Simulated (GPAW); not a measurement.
MgS (Niningerite):

```
S Mg
1.0
     0.00000    2.60165    2.60165
     2.60165    0.00000    2.60165
     2.60165    2.60165    0.00000
S Mg
1 1
Direct
  0.50000 0.50000 0.50000
  0.00000 0.00000 0.00000
```

Program: GPAW 26.7.0. Alike in all runs: no spin polarisation; cell as given; smearing fermi-dirac 0.05 eV. Hardware: 1 thread of Arm Neoverse V2 (shared host).

Problem. Order these runs on this cell by their wall time, lowest first.
A. task single point; level TB-mBJ; potentials or basis GPAW PAW data sets for LDA (gpaw-data 1.2.1), pw; k mesh 7 × 7 × 7; cutoff (eV) 800; maxiter 150; mesh quality not flagged
B. task band structure; level revTPSS; potentials or basis GPAW PAW data sets (gpaw-data 1.2.1), pw; k mesh 7 × 7 × 7; cutoff (eV) 800; maxiter 150; eigensolver davidson; band path GXWKGLUWLK,UX; band points 60; mesh quality not flagged
C. task single point; level PBE0; potentials or basis GPAW PAW data sets (gpaw-data 1.2.1), pw; k mesh 3 × 3 × 3; cutoff (eV) 600; maxiter 60; mesh quality coarse

Solution. A (26 s), B (110 s), C (420 s).

Caveats: some runs use coarse meshes; exact exchange converges slowly with the k mesh, and this mesh is small (some runs); a model potential gives levels but no total energy (some runs).
